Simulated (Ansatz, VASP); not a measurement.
**Pd: VASP beside Ansatz**

Contents of INCAR:

```
SYSTEM = Pd
ALGO     = Normal         ! electronic algorithm
EDIFF    = 1E-6           ! SCF threshold, eV
ENCUT    = 520            ! plane-wave cutoff, eV
GGA      = PE             ! functional
ISIF     = 2              ! what is computed and relaxed
ISMEAR   = 0              ! smearing method
LASPH    = .TRUE.         ! aspherical terms in the spheres
LCHARG   = .FALSE.        ! write CHGCAR
LREAL    = .FALSE.        ! projectors in reciprocal space
LWAVE    = .FALSE.        ! write WAVECAR
NBANDS   = 28             ! bands
NELM     = 100            ! most SCF steps
PREC     = Accurate       ! precision mode
SIGMA    = 0.1            ! smearing width, eV
```

The input KPOINTS:

```
k-points
0
G
  6 4 6
  0 0 0
```

Contents of POSCAR:

```
Pd
1.0
    3.8372670304      0.0000000000      0.0000000000
    0.0000000000      6.3615083871      0.0000000000
    0.0000000000      0.0000000000      2.8611839450
Pd
4
Direct
    0.0205000000      0.2500000000      0.6348000000
    0.9795000000      0.7500000000      0.3652000000
    0.4795000000      0.7500000000      0.1348000000
    0.5205000000      0.2500000000      0.8652000000
```

Input for Ansatz:

```yaml
crystal:
  lattice:
    - [3.8372670304, 0.0, 0.0]
    - [0.0, 6.3615083871, 0.0]
    - [0.0, 0.0, 2.861183945]
  atoms:
    - { symbol: Pd, position: [0.0205, 0.25, 0.6348] }
    - { symbol: Pd, position: [0.9795, 0.75, 0.3652] }
    - { symbol: Pd, position: [0.4795, 0.75, 0.1348] }
    - { symbol: Pd, position: [0.5205, 0.25, 0.8652] }
basis:
  ecutwfc: 420
kpoints:
  mp_grid: { grid: [6, 4, 6] }
hamiltonian:
  xc: pbe
scf:
  occupations: { method: gaussian, width: 0.1 }
  lower_state_search: "off"
output:
  forces: true
  stress: true
  eigenvalues: true
```

Alike in both runs: task single point; functional PBE; k mesh 6 × 4 × 6; occupations gaussian, width 0.1 eV; no spin polarisation.

```csv
,VASP,Ansatz
version,VASP 6.6.1,Ansatz 0.2.0
potentials or method,"VASP PAW PBE potentials, release 64 (Pd)","scalar-relativistic, plane waves, PAW"
plane-wave cutoff (eV),520,420
valence electrons in the cell,40,72
```

VASP gave:

* gap on the k mesh at the Fermi level (eV): none
* rms of the force components (eV/Å): 3.374

**Question.** Estimate Ansatz's values.

**Answer.** gap on the k mesh at the Fermi level (eV): none; rms of the force components (eV/Å): 3.850.

Atom by atom the forces differ by 0.476 eV/Å (rms over components). A gap of «none» marks a metal or a gap that the smearing closes. The two sets of potentials don't hold the same shells in valence.

Caveats: the k mesh is coarse (spacing up to 0.37 Å⁻¹), so the values aren't converged; forces of over 1 eV/Å show positions far from the minimum, so gaps and moduli don't describe the material at rest.
